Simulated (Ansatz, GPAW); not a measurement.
SrO: programs and potentials compared

```
Sr O
1.0
     0.00000    2.56630    2.56630
     2.56630    0.00000    2.56630
     2.56630    2.56630    0.00000
Sr O
1 1
Cartesian
  2.5663 2.5663 2.5663
  0.0000 0.0000 0.0000
```

Alike in all runs: task single point; functional PBE; k mesh 9 × 9 × 9; occupations gaussian, width 0.011 eV; no spin polarisation; no spin-orbit coupling. Pressure is positive in compression and, in plane waves, holds the error of the finite cutoff, which Ansatz's Pulay term estimates and takes out.

```csv
program and potentials,plane-wave cutoff (eV),notes,pressure (GPa)
"Ansatz, Ansatz PAW",420,Pulay term of +0.37 GPa included,3.32
"GPAW, GPAW PAW data sets (gpaw-data 1.2.1)",800,-,3.83
"Ansatz, all-electron LAPW, scalar-relativistic",-,-,3.33
```

The pressure spans 3.32 (Ansatz, Ansatz PAW) to 3.83 GPa (GPAW, GPAW PAW data sets (gpaw-data 1.2.1)), with all-electron results at 3.33.

The functional is the same throughout but for its coding, so the spread measures potentials, basis and numerics; runs on potential files found faulty are left out.
